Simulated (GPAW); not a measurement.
Crystal: Sb.

```xyz
1
Lattice="-1.8713 1.8713 1.8713 1.8713 -1.8713 1.8713 1.8713 1.8713 -1.8713" Properties=species:S:1:pos:R:3 pbc="T T T"
Sb    0.0000    0.0000    0.0000
```

This isn't the form of Sb at room conditions, which is rhombohedral.

| Property | Result |
| --- | --- |
| Program | GPAW 26.7.0 |
| Task | single point |
| Functional | PBEsol |
| Potentials or basis | PAW data sets generated in the run's folder for this functional |
| Cutoff | 600 eV |
| Basis | pw |
| k mesh | 10 × 10 × 10 |
| Occupations | fermi-dirac, width 0.05 eV |
| Spin | no spin polarisation |

On this cell: pressure -0.4 GPa; band gap on the k mesh none (metal or under the smearing width).

The same run follows on a disturbed copy (cell strained at random at fixed volume):

```
CELL_PARAMETERS angstrom
-1.91168 1.89860 1.91097
1.86645 -1.92422 1.89137
1.82583 1.83838 -1.93660
ATOMIC_POSITIONS crystal
Sb 0.00668 0.00212 0.01774
```

Task: What does the disturbed cell give?

Result: The energy (extrapolated to zero smearing) moves by +2.2 meV/atom; pressure -0.5 GPa; band gap on the k mesh none (metal or under the smearing width).

Stress tensor (GPa, compression positive):
```
-0.79  0.96  0.64
 0.96 -0.51  0.84
 0.64  0.84 -0.32
```
